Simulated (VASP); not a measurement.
# Cs (C2/m) in VASP: a series of runs

The runs below take Cs through single point, with PBEsol.

All numbers are computed with VASP 6.6.1; they aren't measurements. Logs are shortened: lines on timing, memory, paths and dates and some standing lists are left out, and cuts for length are marked.

## 1. The crystal as given

The structure is monoclinic, space group C2/m (No. 12). Conventional cell: a = 6.038 Å, b = 8.676 Å, c = 5.110 Å, α = 90.00°, β = 120.26°, γ = 90.00°.

This isn't the form of Cs at room conditions, which is bcc.

## 2. Single point, PBEsol

Contents of INCAR:

```
ADDGRID = False
ALGO = Normal
EDIFF = 1E-6
ENCUT = 500
GGA = PS
ISIF = 2
ISMEAR = 1
LASPH = True
LCHARG = False
LREAL = False
LWAVE = False
NELM = 100
PREC = Accurate
SIGMA = 0.1
```

Contents of KPOINTS:

```
k-points
0
Gamma
  8 8 8
```

Contents of POSCAR:

```
Cs
1.0
    3.0190110000     -4.3381320000      0.0000000000
    3.0190110000      4.3381320000      0.0000000000
   -2.5749360000      0.0000000000      4.4138870000
Cs
1
Direct
    0.0000000000      0.0000000000      0.5000000000
```

Potentials or basis: VASP PAW PBE potentials, release 64 (Cs_sv).

Launch:

```bash
$ cat potpaw_PBE.64/Cs_sv/POTCAR > POTCAR
$ mpirun -np 1 vasp_std > vasp.out
```

OUTCAR:

```text
EDIFF = 1E-6
   ENCUT = 500
   GGA = PS
   ISIF = 2
   ISMEAR = 1
   LASPH = True
   LREAL = False
   NELM = 100
   PREC = Accurate

 Found    150 irreducible k-points:

 Following reciprocal coordinates:
            Coordinates               Weight
  0.000000  0.000000  0.000000      1.000000
  0.125000  0.000000 -0.000000      4.000000
  0.250000  0.000000 -0.000000      4.000000
  0.375000  0.000000 -0.000000      4.000000
  0.500000  0.000000 -0.000000      2.000000
  0.125000  0.125000 -0.000000      2.000000
   k-points           NKPTS =    150   k-points in BZ     NKDIM =    150   number of bands    NBANDS=      8
   number of dos      NEDOS =    301   number of ions     NIONS =      1
   total plane-waves  NPLWV =  64000
   dimension x,y,z NGX =    40 NGY =   40 NGZ =   40
   dimension x,y,z NGXF=    80 NGYF=   80 NGZF=   80
   ions per type =               1
   NGX,Y,Z   is equivalent  to a cutoff of  12.58, 12.58, 13.01 a.u.
   NGXF,Y,Z  is equivalent  to a cutoff of  25.16, 25.16, 26.03 a.u.
 SYSTEM =  unknown system
   PREC   = accura    normal or accurate (medium, high low for compatibility)
   ISTART =      0    job   : 0-new  1-cont  2-samecut
   ICHARG =      2    charge: 1-file 2-atom 10-const
   ISPIN  =      1    spin polarized calculation?
   LNONCOLLINEAR =      F non collinear calculations
   LSORBIT =      F    spin-orbit coupling
   LASPH  =      T    aspherical Exc in radial PAW
   ENCUT  =  500.0 eV  36.75 Ry    6.06 a.u.   9.64  9.64  9.32*2*pi/ulx,y,z
   NELM   =    100;   NELMIN=  2; NELMDL= -5     # of ELM steps
   EDIFF  = 0.1E-05   stopping-criterion for ELM
   LREAL  =      F    real-space projection
   EDIFFG = 0.1E-04   stopping-criterion for IOM
   NSW    =      0    number of steps for IOM
   IBRION =     -1    ionic relax: 0-MD 1-quasi-New 2-CG
   NFREE  =      0    steps in history (QN), initial steepest desc. (CG)
   ISIF   =      2    stress and relaxation
   ISYM   =      2    0-nonsym 1-usesym 2-fastsym
   POTIM  = 0.5000    time-step for ionic-motion
   TEBEG  =    0.0;   TEEND  =   0.0 temperature during run
   PSTRESS=    0.0 pullay stress
   NELECT =       9.0000    total number of electrons
   NUPDOWN=      -1.0000    fix difference up-down
   EMIN   =  10.00;   EMAX   =-10.00  energy-range for DOS
   EFERMI =   0.00;   METHOD = LEGACY
   ISMEAR =     1;   SIGMA  =   0.10  broadening in eV -4-tet -1-fermi 0-gaus
   EFERMI_NEDOS =   21; number of points for ismear=-14 and -15
   IALGO  =     38    algorithm
   IMIX   =      4    mixing-type and parameters
     AMIX     =   0.40;   BMIX     =  1.00
     AMIX_MAG =   1.60;   BMIX_MAG =  1.00
  volume/ion in A,a.u.               =     115.62       780.22
  Fermi-wavevector in a.u.,A,eV,Ry     =   0.699009  1.320936  6.647992  0.488614
  Thomas-Fermi vector in A             =   1.782770
   LORBIT       =      0    0 simple, 1 ext, 2 COOP (PROOUT), +10 PAW based schemes
   GGA     = PS    functional components
   LHFCALC =     F    Hartree Fock is set to
   AEXX    =    0.0000 exact exchange contribution
   IVDW    =     0    specifies the selected vdW correction
   LEPSILON=     F    determine dielectric tensor
   LRPA    =     F    only Hartree local field effects (RPA)
 non-spin polarized calculation
 Methfessel and Paxton  Order N= 1 SIGMA  =   0.10
  energy-cutoff  :      500.00
  volume of cell :      115.62
 maximum number of plane-waves:      2959
   NGX = 19   NGY = 19   NGZ = 19

 number of electron       9.0000000 magnetization

 Free energy of the ion-electron system (eV)
  ---------------------------------------------------
  ext. energy  EPLUGINS =         0.00000000
  ---------------------------------------------------
  free energy    TOTEN  =        -0.93199561 eV

  energy without entropy =       -0.93171070  energy(sigma->0) =       -0.93190064

 E-fermi :   0.3770     XC(G=0):  -5.4618

 val. band max:        0.3619283774   @ k =   0.0000   0.0000   0.5000
 cond. band min:       0.3826079098   @ k =   0.5000   0.3750  -0.0000
 fundamental gap:      0.0206795324
 Fermi energy:         0.3769656681

 k-point     1 :       0.0000    0.0000    0.0000
  band No.  band energies     occupation
      1     -23.4947      2.00000
      2     -10.2237      2.00000
      3     -10.2131      2.00000
      4     -10.2025      2.00000
      5      -1.3153      2.00000
      6       2.6111      0.00000
      7       2.7692      0.00000
      8       3.0708      0.00000

 k-point     2 :       0.1250    0.0000   -0.0000
  band No.  band energies     occupation
      1     -23.4939      2.00000
      2     -10.2390      2.00000
      3     -10.2200      2.00000
      4     -10.2038      2.00000
      5      -1.1552      2.00000
      6       2.4897      0.00000
      7       2.5629      0.00000
      8       3.1516      0.00000

 k-point     3 :       0.2500    0.0000   -0.0000
  band No.  band energies     occupation
      1     -23.4920      2.00000
      2     -10.2822      2.00000
      3     -10.2312      2.00000
      4     -10.2055      2.00000
      5      -0.7092      2.00000
      6       1.9878     -0.00000
      7       2.2511     -0.00000
      8       3.5694      0.00000

 k-point     4 :       0.3750    0.0000   -0.0000
  band No.  band energies     occupation
      1     -23.4902      2.00000
      2     -10.3253      2.00000
      3     -10.2417      2.00000
      4     -10.2067      2.00000
      5      -0.0954      2.00000
      6       1.4437     -0.00000
      7       2.0357     -0.00000
      8       3.8625      0.00000

 k-point     5 :       0.5000    0.0000   -0.0000
  band No.  band energies     occupation
      1     -23.4894      2.00000
      2     -10.3429      2.00000
      3     -10.2460      2.00000
      4     -10.2072      2.00000
      5       0.3223      1.78973
      6       1.1117     -0.00000
      7       1.9553     -0.00000
      8       3.7578      0.00000

 k-point     6 :       0.1250    0.1250   -0.0000
  band No.  band energies     occupation
      1     -23.4928      2.00000
      2     -10.2617      2.00000
      3     -10.2302      2.00000
      4     -10.2077      2.00000
      5      -0.8596      2.00000
      6       2.1811     -0.00000
      7       2.2633     -0.00000
      8       3.4426      0.00000

 [... further k-points ...]
[... 5 lines left out ...]
  --------------------------------------------------------------------------------------
  -------------------------------------------------------------------------------------
  Total       -0.0779926     -0.0729714     -0.0960946      0.0000000      0.0000000     -0.0464926
  in kB       -1.0808000     -1.0112172     -1.3316531      0.0000000      0.0000000     -0.6442821
  external PRESSURE =      -1.1412234 kB  Pullay stress =       0.0000000 kB

 VOLUME and BASIS-vectors are now :
 -----------------------------------------------------------------------------
  energy-cutoff  :      500.00
  volume of cell :      115.62
      direct lattice vectors                 reciprocal lattice vectors
     3.019011000 -4.338132000  0.000000000     0.165617151 -0.115256982  0.096616330
     3.019011000  4.338132000  0.000000000     0.165617151  0.115256982  0.096616330
    -2.574936000  0.000000000  4.413887000     0.000000000  0.000000000  0.226557680

 POSITION                                       TOTAL-FORCE (eV/Angst)
 -----------------------------------------------------------------------------------
     -1.28747      0.00000      2.20694         0.000000     -0.000000      0.000000
 -----------------------------------------------------------------------------------
    total drift:                               -0.000000     -0.000000      0.000000

  FREE ENERGIE OF THE ION-ELECTRON SYSTEM (eV)
  ---------------------------------------------------
  free  energy   TOTEN  =        -0.9319956122 eV

  energy  without entropy=       -0.9317106997  energy(sigma->0) =       -0.93190064
```

It took 54 s on 1 thread of Intel Xeon Platinum 8488C (Sapphire Rapids), shared host; peak memory 0.3 GiB.

The run converged, but some of its settings lie outside the range that counts as converged, so its numbers aren't taken as properties of the crystal.

What came out:

```
Free energy            : -0.9320 eV
Pressure               : -0.1 GPa
Band gap on the k mesh : none (metal or under the smearing width)
```

Caveat: the PAW data sets were made with another functional, which shifts forces and pressure a little.

## 3. Single point, PBEsol

INCAR is that of step 2.

KPOINTS is that of step 2.

Contents of POSCAR:

```
Cs
1.0
    3.0286440000     -4.4025590000     -0.0553060000
    2.9811710000      4.3695220000      0.0984760000
   -2.5313490000      0.0923220000      4.3694900000
Cs
1
Direct
   -0.0054440000      0.0010830000      0.4979030000
```

Potentials or basis: VASP PAW PBE potentials, release 64 (Cs_sv).

Launch:

```bash
$ cat potpaw_PBE.64/Cs_sv/POTCAR > POTCAR
$ mpirun -np 1 vasp_std > vasp.out
```

OUTCAR:

```text
EDIFF = 1E-6
   ENCUT = 500
   GGA = PS
   ISIF = 2
   ISMEAR = 1
   LASPH = True
   LREAL = False
   NELM = 100
   PREC = Accurate

 Found    260 irreducible k-points:

 Following reciprocal coordinates:
            Coordinates               Weight
  0.000000  0.000000  0.000000      1.000000
  0.125000 -0.000000 -0.000000      2.000000
  0.250000 -0.000000 -0.000000      2.000000
  0.375000 -0.000000  0.000000      2.000000
  0.500000 -0.000000 -0.000000      1.000000
 -0.000000  0.125000 -0.000000      2.000000
   k-points           NKPTS =    260   k-points in BZ     NKDIM =    260   number of bands    NBANDS=      8
   number of dos      NEDOS =    301   number of ions     NIONS =      1
   total plane-waves  NPLWV =  64000
   dimension x,y,z NGX =    40 NGY =   40 NGZ =   40
   dimension x,y,z NGXF=    80 NGYF=   80 NGZF=   80
   ions per type =               1
   NGX,Y,Z   is equivalent  to a cutoff of  12.44, 12.57, 13.17 a.u.
   NGXF,Y,Z  is equivalent  to a cutoff of  24.89, 25.14, 26.33 a.u.
 SYSTEM =  unknown system
   PREC   = accura    normal or accurate (medium, high low for compatibility)
   ISTART =      0    job   : 0-new  1-cont  2-samecut
   ICHARG =      2    charge: 1-file 2-atom 10-const
   ISPIN  =      1    spin polarized calculation?
   LNONCOLLINEAR =      F non collinear calculations
   LSORBIT =      F    spin-orbit coupling
   LASPH  =      T    aspherical Exc in radial PAW
   ENCUT  =  500.0 eV  36.75 Ry    6.06 a.u.   9.74  9.65  9.21*2*pi/ulx,y,z
   NELM   =    100;   NELMIN=  2; NELMDL= -5     # of ELM steps
   EDIFF  = 0.1E-05   stopping-criterion for ELM
   LREAL  =      F    real-space projection
   EDIFFG = 0.1E-04   stopping-criterion for IOM
   NSW    =      0    number of steps for IOM
   IBRION =     -1    ionic relax: 0-MD 1-quasi-New 2-CG
   NFREE  =      0    steps in history (QN), initial steepest desc. (CG)
   ISIF   =      2    stress and relaxation
   ISYM   =      2    0-nonsym 1-usesym 2-fastsym
   POTIM  = 0.5000    time-step for ionic-motion
   TEBEG  =    0.0;   TEEND  =   0.0 temperature during run
   PSTRESS=    0.0 pullay stress
   NELECT =       9.0000    total number of electrons
   NUPDOWN=      -1.0000    fix difference up-down
   EMIN   =  10.00;   EMAX   =-10.00  energy-range for DOS
   EFERMI =   0.00;   METHOD = LEGACY
   ISMEAR =     1;   SIGMA  =   0.10  broadening in eV -4-tet -1-fermi 0-gaus
   EFERMI_NEDOS =   21; number of points for ismear=-14 and -15
   IALGO  =     38    algorithm
   IMIX   =      4    mixing-type and parameters
     AMIX     =   0.40;   BMIX     =  1.00
     AMIX_MAG =   1.60;   BMIX_MAG =  1.00
  volume/ion in A,a.u.               =     115.62       780.22
  Fermi-wavevector in a.u.,A,eV,Ry     =   0.699009  1.320935  6.647991  0.488614
  Thomas-Fermi vector in A             =   1.782770
   LORBIT       =      0    0 simple, 1 ext, 2 COOP (PROOUT), +10 PAW based schemes
   GGA     = PS    functional components
   LHFCALC =     F    Hartree Fock is set to
   AEXX    =    0.0000 exact exchange contribution
   IVDW    =     0    specifies the selected vdW correction
   LEPSILON=     F    determine dielectric tensor
   LRPA    =     F    only Hartree local field effects (RPA)
 non-spin polarized calculation
 Methfessel and Paxton  Order N= 1 SIGMA  =   0.10
  energy-cutoff  :      500.00
  volume of cell :      115.62
 maximum number of plane-waves:      2954
   NGX = 19   NGY = 19   NGZ = 19

 number of electron       9.0000000 magnetization

 Free energy of the ion-electron system (eV)
  ---------------------------------------------------
  ext. energy  EPLUGINS =         0.00000000
  ---------------------------------------------------
  free energy    TOTEN  =        -0.93126948 eV

  energy without entropy =       -0.93106805  energy(sigma->0) =       -0.93120234

 E-fermi :   0.3698     XC(G=0):  -5.4617

 val. band max:        0.3697180253   @ k =   0.5000   0.3750   0.1250
 cond. band min:       0.3758289403   @ k =   0.5000   0.5000  -0.0000
 fundamental gap:      0.0061109150
 Fermi energy:         0.3698096995

 k-point     1 :       0.0000    0.0000    0.0000
  band No.  band energies     occupation
      1     -23.4970      2.00000
      2     -10.2263      2.00000
      3     -10.2176      2.00000
      4     -10.2004      2.00000
      5      -1.3149      2.00000
      6       2.5615      0.00000
      7       2.7986      0.00000
      8       3.0535      0.00000

 k-point     2 :       0.1250   -0.0000   -0.0000
  band No.  band energies     occupation
      1     -23.4963      2.00000
      2     -10.2418      2.00000
      3     -10.2231      2.00000
      4     -10.2021      2.00000
      5      -1.1549      2.00000
      6       2.4340      0.00000
      7       2.5685      0.00000
      8       3.1244      0.00000

 k-point     3 :       0.2500   -0.0000   -0.0000
  band No.  band energies     occupation
      1     -23.4946      2.00000
      2     -10.2829      2.00000
      3     -10.2334      2.00000
      4     -10.2051      2.00000
      5      -0.7092      2.00000
      6       1.9848     -0.00000
      7       2.1744     -0.00000
      8       3.5303      0.00000

 k-point     4 :       0.3750   -0.0000    0.0000
  band No.  band energies     occupation
      1     -23.4928      2.00000
      2     -10.3235      2.00000
      3     -10.2436      2.00000
      4     -10.2075      2.00000
      5      -0.0955      2.00000
      6       1.4390     -0.00000
      7       1.9560     -0.00000
      8       4.0267      0.00000

 k-point     5 :       0.5000   -0.0000   -0.0000
  band No.  band energies     occupation
      1     -23.4921      2.00000
      2     -10.3401      2.00000
      3     -10.2478      2.00000
      4     -10.2085      2.00000
      5       0.3205      1.73256
      6       1.1108     -0.00000
      7       1.8745     -0.00000
      8       3.9038      0.00000

 k-point     6 :      -0.0000    0.1250   -0.0000
  band No.  band energies     occupation
      1     -23.4962      2.00000
      2     -10.2415      2.00000
      3     -10.2243      2.00000
      4     -10.2015      2.00000
      5      -1.1572      2.00000
      6       2.4526      0.00000
      7       2.5760      0.00000
      8       3.1452      0.00000

 [... further k-points ...]
[... 5 lines left out ...]
  --------------------------------------------------------------------------------------
  -------------------------------------------------------------------------------------
  Total       -0.0790513     -0.0795842     -0.0847068      0.0056950     -0.0017465     -0.0591697
  in kB       -1.0954705     -1.1028554     -1.1738430      0.0789201     -0.0242022     -0.8199568
  external PRESSURE =      -1.1240563 kB  Pullay stress =       0.0000000 kB

 VOLUME and BASIS-vectors are now :
 -----------------------------------------------------------------------------
  energy-cutoff  :      500.00
  volume of cell :      115.62
      direct lattice vectors                 reciprocal lattice vectors
     3.028644000 -4.402559000 -0.055306000     0.165058960 -0.114823640  0.098048647
     2.981171000  4.369522000  0.098476000     0.166342001  0.113250823  0.093973007
    -2.531349000  0.092322000  4.369490000    -0.001659677 -0.004005713  0.227982806

 POSITION                                       TOTAL-FORCE (eV/Angst)
 -----------------------------------------------------------------------------------
      1.75502     -4.32789      2.12068        -0.000000      0.000000      0.000000
 -----------------------------------------------------------------------------------
    total drift:                               -0.000004     -0.000001     -0.000000

  FREE ENERGIE OF THE ION-ELECTRON SYSTEM (eV)
  ---------------------------------------------------
  free  energy   TOTEN  =        -0.9312694806 eV

  energy  without entropy=       -0.9310680471  energy(sigma->0) =       -0.93120234
```

OSZICAR:

```text
N       E                     dE             d eps       ncg     rms          rms(c)
DAV:   1     0.583855475044E+02    0.58386E+02   -0.30507E+03  4160   0.736E+02
DAV:   2     0.358836929322E+01   -0.54797E+02   -0.53911E+02  5544   0.116E+02
DAV:   3    -0.874617701283E+00   -0.44630E+01   -0.44622E+01  4256   0.453E+01
DAV:   4    -0.930731311107E+00   -0.56114E-01   -0.56113E-01  7664   0.612E+00
DAV:   5    -0.930786165114E+00   -0.54854E-04   -0.54854E-04  5432   0.115E-01    0.130E-01
DAV:   6    -0.930809397091E+00   -0.23232E-04   -0.10903E-03  7496   0.195E-01    0.915E-02
DAV:   7    -0.931220327957E+00   -0.41093E-03   -0.32695E-03  5504   0.359E-01    0.311E-02
DAV:   8    -0.931268414296E+00   -0.48086E-04   -0.96686E-05  6088   0.787E-02    0.527E-03
DAV:   9    -0.931269872172E+00   -0.14579E-05   -0.31614E-06  7120   0.113E-02    0.287E-03
DAV:  10    -0.931269480576E+00    0.39160E-06   -0.67560E-07  5312   0.515E-03
   1 F= -.93126948E+00 E0= -.93120234E+00  d E =-.201433E-03
```

stdout:

```text
POSCAR found type information on POSCAR Cs
 POSCAR found :  1 types and       1 ions
 scaLAPACK will be used
 -----------------------------------------------------------------------------
|                                                                             |
|                                                                             |
|     You enforced a specific xc type in the INCAR file but a different       |
|     I HOPE YOU KNOW WHAT YOU ARE DOING!                                     |
|                                                                             |
 -----------------------------------------------------------------------------

 LDA part: xc-table for (Slater+PW92), standard interpolation
 POSCAR, INCAR and KPOINTS ok, starting setup
 FFT: planning ... GRIDC
 FFT: planning ... GRID_SOFT
 FFT: planning ... GRID
 WAVECAR not read
 entering main loop
```

Run time: 2.1 min. Hardware: 1 thread of Intel Xeon Platinum 8488C (Sapphire Rapids), shared host; peak memory 0.39 GiB.

These settings aren't checked as converged: the numbers below hold their error.

What came out:

| Property | Result |
| --- | --- |
| Free energy | -0.9313 eV |
| Pressure | -0.1 GPa |
| Band gap on the k mesh | none (metal or under the smearing width) |

Caveat: the PAW data sets were made with another functional, which shifts forces and pressure a little.

(Part 1 of 2 ends here.)
